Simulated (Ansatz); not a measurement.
Which YAML input does this script hand to the engine? (the Python package of Ansatz (0.2.0))

The script, `pbi2.py`:
```python
"""PbI2 from an input typed as a mapping."""

from collections import Counter

import ansatz as az

inputs = {
    "crystal": {
        "lattice": [[4.555, 0.0, 0.0], [-2.2775, 3.944746, 0.0], [0.0, 0.0, 6.977]],
        "atoms": [
            {"symbol": "Pb", "position": [0.0, 0.0, 0.0]},
            {"symbol": "I", "position": [0.333333, 0.666667, 0.265]},
            {"symbol": "I", "position": [0.666667, 0.333333, 0.735]},
        ],
    },
    "kpoints": {"mp_grid": {"grid": [6, 6, 4]}},
    "hamiltonian": {"xc": "pbe"},
    "scf": {"occupations": {"method": "fixed"}},
    "basis": {"ecutwfc": 470},
    "output": {"stress": True, "eigenvalues": True},
}

done = az.Session.from_dict(inputs).plan().execute()
r = done.report

print("%-22s %14.5f eV" % ("F = E - TS", r["free_energy_ev"]))
print("%-22s %14.5f eV" % ("E", r["internal_energy_ev"]))
print("%-22s %14.5f eV" % ("Harris-Foulkes", r["harris_foulkes_ev"]))
print("%-22s %14.5f eV" % ("Fermi level", r["fermi_energy_ev"]))

fermi = r["fermi_energy_ev"]
print("levels less the Fermi level (eV) at the first k-points (first spin channel where there are two)")
for k, levels in list(zip(r["kpoints_frac"], r["eigenvalues_ev"]))[:3]:
    print("k = ({:.3f}, {:.3f}, {:.3f})".format(*k))
    print("   ", " ".join(f"{e - fermi:.3f}" for e in levels))

edges = r.get("band_edges_ev")
if edges:
    print(f"band edges on the mesh: {edges[0]:.3f} and {edges[1]:.3f} eV, gap {edges[1] - edges[0]:.3f} eV")
else:
    print("no band edges reported (a metal, or a gap too narrow for this smearing); Fermi level", round(r["fermi_energy_ev"], 3), "eV")

told = Counter((n["data"]["severity"], n["data"]["kind"]) for n in done.notices if n["event"] == "notice")
for (severity, kind), count in sorted(told.items()):
    print(f"{severity:8s} {kind} x{count}")
```

Running `python pbi2.py` prints:
```text
DeckWarning: the atoms were moved onto the symmetric positions of the space group found under crystal.symmetry.tolerance 1.0e-5 (fractional; no operation is sought that the atoms, as they stand in a [...]
F = E - TS               -26934.18321 eV
E                        -26934.18321 eV
Harris-Foulkes           -26934.18321 eV
Fermi level                   5.16253 eV
levels less the Fermi level (eV) at the first k-points (first spin channel where there are two)
k = (0.000, 0.000, 0.000)
    -43.912 -43.912 -43.912 -43.912 -43.911 -43.911 -43.909 -43.909 -43.909 -43.909 -16.126 -16.126 -16.111 -16.103 -16.103 -12.229 -11.480 -6.892 -1.157 -1.031 -1.031 -0.940 -0.940 -0.717 2.458 3.355 3.355 6.407
k = (0.000, 0.000, 0.250)
    -43.912 -43.912 -43.912 -43.912 -43.911 -43.911 -43.909 -43.909 -43.909 -43.909 -16.126 -16.126 -16.111 -16.103 -16.103 -12.162 -11.579 -6.794 -1.630 -1.120 -1.120 -0.829 -0.829 -0.267 2.339 3.259 3.259 6.521
k = (0.000, 0.000, -0.500)
    -43.912 -43.912 -43.912 -43.912 -43.911 -43.911 -43.909 -43.909 -43.909 -43.909 -16.126 -16.126 -16.111 -16.103 -16.103 -12.062 -11.710 -6.695 -1.914 -1.166 -1.166 -0.762 -0.762 0.000 2.216 3.168 3.168 6.416
band edges on the mesh: 5.163 and 7.378 eV, gap 2.216 eV
audit    band_cg_iterations x1
audit    loop_bands_changed x1
audit    preconditioner_resolved x1
```
(Warnings from the package without file and line, shortened, repeats left out.)

`input.yaml`:
```yaml
crystal:
  lattice:
    - [4.555, 0.0, 0.0]
    - [-2.2775, 3.944746, 0.0]
    - [0.0, 0.0, 6.977]
  atoms:
    - { symbol: Pb, position: [0.0, 0.0, 0.0] }
    - { symbol: I, position: [0.333333, 0.666667, 0.265] }
    - { symbol: I, position: [0.666667, 0.333333, 0.735] }
kpoints:
  mp_grid: { grid: [6, 6, 4] }
hamiltonian:
  xc: pbe
scf:
  occupations: { method: fixed }
basis:
  ecutwfc: 470
output:
  stress: true
  eigenvalues: true
```

The program run on that file:
```console
$ ansatz run input.yaml --threads 1 --pin off --max-ram 3072MiB --backend cpu --events-out ev --progress --plain --runs-dir out
Warning: the atoms were moved onto the symmetric positions of the space group found under crystal.symmetry.tolerance 1.0e-5 (fractional; no operation is sought that the atoms, as they stand in a round, miss by more than twice it, and no atom is moved by as much as it), and the run uses the moved positions. Before a round's move an operation carried an atom to 4.56e-6 Å from where it should land, [...]
Engine: ansatz 0.2.0, x86_64-unknown-linux-gnu
Pseudopotentials: kind: paw
Pseudopotential: Pb, paw, valence charge 14, recommended cutoff 420 eV (normal), Pb.paw.azcp
Pseudopotential: I, paw, valence charge 17, recommended cutoff 420 eV (normal), I.paw.azcp
Functional definition: PBE
  parameter kappa = 0.804
  parameter beta = 0.06672455060314922
  exchange = pbe_x(kappa = kappa, mu = beta*pi^2/3)
  correlation = pbe_c(beta = beta)
Crystal: 3 atoms, lattice volume = 125.365 Å³
Basis set: ecut = 470 eV, 2905 PW (Γ)
Bands: 29, of which v1, the nominal top of the filled ones, is band 24 counted from 1 (23 counted from 0)
Symmetry: 12 space group operations
Space group: P-3m1 (ITA 164), of the structure as read, at distance tolerance 5.0e-5 Å
k-points: 24 of 144
Non-local potential: Pb, projectors of the file, l = 0: 2, l = 1: 2, l = 2: 2, l = 3: 2
Non-local potential: I, projectors of the file, l = 0: 2, l = 1: 2, l = 2: 2, l = 3: 2
PAW form: soft (Blöchl's): semilocal exchange-correlation on the pseudo side does not see the compensation charge
PAW one-centre angular grid: Pb, 590 points (default); XC on 64 Gauss nodes
PAW one-centre angular grid: I, 590 points (default); XC on 64 Gauss nodes
Initial density: superposition of atomic densities (neutral atoms: chi_scale 0, normalization atom), corrected by the library's trained network
Initial wavefunctions: pseudopotential atomic-orbital guess
Functional: x = pbe(κ = 0.804, μ = 0.2195149727645171), c = pbe(β = 0.06672455060314922)
SCF iter   1: F=—  HF=-26934.184510 eV  |F-HF|=—  |Δ(HF+E_count)|=         —  Δρ=5.92e-4  dr2=3.18e-4  ethr=1.77e-3  ⟨swp⟩=5.2  Hψ=2619  notcnv=0  defer=62
preconditioner: auto → Resta (q_TF=auto, 2.325 Å⁻¹)  ε∞=2.7  [insulator: Δε(μ)=2.218 eV  Ē_g=13.445 eV  n_scr=22 (ndim 8)  ℏωp=17.5 eV  f_vac=0.121  ε∞_Penn≈2.7]
SCF iter   2: F=—  HF=-26934.183078 eV  |F-HF|=—  |Δ(HF+E_count)|=   1.43e-3  Δρ=4.32e-4  dr2=1.74e-4  ethr=6.63e-7  ⟨swp⟩=3.0  Hψ=1794  notcnv=0  defer=68
SCF iter   3: F=—  HF=-26934.183115 eV  |F-HF|=—  |Δ(HF+E_count)|=   3.72e-5  Δρ=2.68e-4  dr2=4.99e-5  ethr=3.62e-7  ⟨swp⟩=2.8  Hψ=1250  notcnv=0  defer=40
automatic band count: iteration 3 solves 28 bands in place of 29: the levels show a gap, and the empty bands left out lie too high to hold charge; the band table lists the bands solved (type scf.n_extra_bands for more)
SCF iter   4: F=—  HF=-26934.183209 eV  |F-HF|=—  |Δ(HF+E_count)|=   9.41e-5  Δρ=6.13e-5  dr2=3.55e-6  ethr=1.04e-7  ⟨swp⟩=2.0  Hψ=1271  notcnv=0  defer=35
SCF iter   5: F=—  HF=-26934.183213 eV  |F-HF|=—  |Δ(HF+E_count)|=   3.90e-6  Δρ=4.39e-5  dr2=2.14e-6  ethr=7.39e-9  ⟨swp⟩=2.0  Hψ=868  notcnv=0  defer=40
SCF iter   6: F=—  HF=-26934.183212 eV  |F-HF|=—  |Δ(HF+E_count)|=   6.96e-7  Δρ=1.12e-5  dr2=1.03e-7  ethr=4.46e-9  ⟨swp⟩=2.0  Hψ=1248  notcnv=0  defer=42
SCF iter   7: F=-26934.183212 eV  HF=-26934.183212 eV  |F-HF|=7.46e-10  |Δ(HF+E_count)|=   3.60e-8  Δρ=1.28e-6  dr2=2.31e-9  ethr=2.08e-10  ⟨swp⟩=10.4  Hψ=3678  notcnv=0
SCF 1 converged in 7 iterations: F = -26934.183212 eV  dr2 = 2.31e-9
  greatest PAW one-centre occupation: 0.999 electrons in one spin orbital (limit 2), on the I atom at site 2 (counted from 0), in its partial waves of l = 2
SCF converged after 7 iterations
Free energy (F): -26934.183212 eV
Harris-Foulkes:  -26934.183212 eV  (|F-HF|=7.46e-10)
Internal energy: -26934.183212 eV  (E = F + TS)
E sigma→0 (E₀):  -26934.183212 eV
Fermi energy:    5.162528 eV
--- Per-component energies (eV) ---
  E_band       = -870.828747
  E_kinetic    = 664.447318
  E_local      = -5494.377822  (includes V_loc(G=0)·N_el)
  E_nonlocal   = 167.947584
  E_hartree    = 2671.599612
  E_xc         = -477.301013
  E_vxc        = -389.804630  (∫ρ·V_xc dr)
  E_paw        = -20034.813633  (= ΣΔE_a)
  E_vpaw       = -1162.243564  (= ΣTr[D̂ρ^β])
  E_aug_tail   = 0.000024  (compensation charges beyond the density's cutoff)
  E_ewald      = -4431.685283
  E_smearing   = -0.000000  (= −TS)
  E_closure    = -0.000000  (closes the sum)
  Σ components = -26934.183212   (vs F -26934.183212, Δ=0.00e0)
--- Stress (GPa, compression-positive) ---
        1.809991       0.000000       0.000000
       -0.000000       1.809991      -0.000000
        0.000000      -0.000000       1.882717
  P = ⅓ Tr σ = 1.8342 GPa (18.342 kbar)
--- Band table (eV; the first three rows and the last of 24) ---
  k-point 0: bands = ["-38.7494", "-38.7494", "-38.7490", "-38.7490", "-38.7484", "-38.7483", "-38.7466", "-38.7466", "-38.7465", "-38.7465", "-10.9632", "-10.9632", "-10.9486", "-10.9405", "-10.9405", "-7.0669", "-6.3179", "-1.7291", "4.0050", "4.1314", "4.1314", "4.2225", "4.2225", "4.4456", "7.6208", "8.5174", "8.5174", "11.5695"]
  k-point 1: bands = ["-38.7494", "-38.7494", "-38.7490", "-38.7490", "-38.7484", "-38.7484", "-38.7466", "-38.7466", "-38.7465", "-38.7465", "-10.9632", "-10.9632", "-10.9485", "-10.9405", "-10.9405", "-6.9992", "-6.4170", "-1.6319", "3.5322", "4.0422", "4.0422", "4.3331", "4.3331", "4.8958", "7.5014", "8.4220", "8.4220", "11.6839"]
  k-point 2: bands = ["-38.7494", "-38.7494", "-38.7491", "-38.7491", "-38.7484", "-38.7484", "-38.7466", "-38.7466", "-38.7465", "-38.7465", "-10.9632", "-10.9632", "-10.9485", "-10.9405", "-10.9405", "-6.8990", "-6.5476", "-1.5320", "3.2485", "3.9965", "3.9965", "4.4008", "4.4008", "5.1625", "7.3783", "8.3306", "8.3307", "11.5785"]
  k-point 23: bands = ["-38.7494", "-38.7493", "-38.7493", "-38.7491", "-38.7482", "-38.7482", "-38.7465", "-38.7465", "-38.7465", "-38.7465", "-10.9831", "-10.9831", "-10.9372", "-10.9372", "-10.9350", "-6.2375", "-6.2375", "-2.3174", "2.1610", "2.1610", "2.4819", "4.3862", "4.3862", "5.0775", "8.5340", "8.5340", "9.3303", "12.2154"]
```

Absolute energies stand on the zero of these potentials, so only differences at equal settings mean something. A total without «per atom» is that of the cell as typed. Spin-orbit coupling, left out here, can change this gap by several tenths of an eV, and inverted bands can meet off the mesh. The computed bands are complete only to about 5.1 eV above the Fermi level. The Fermi level of a run with fixed occupations marks the highest occupied state on its mesh, not mid-gap. Only differences from the Fermi energy are physical; the zero of the scale is a convention. The starting cell is as deposited in a crystallographic database; the results hold for this polymorph, which needn't be the stable one. Gaps and levels are Kohn-Sham values on a finite set of k-points, without spin-orbit coupling. Run time: 2.9 s on 1 thread of Intel(R) Xeon(R) Gold 6455B (Sapphire Rapids) (shared host), peak memory 0.48 GiB.
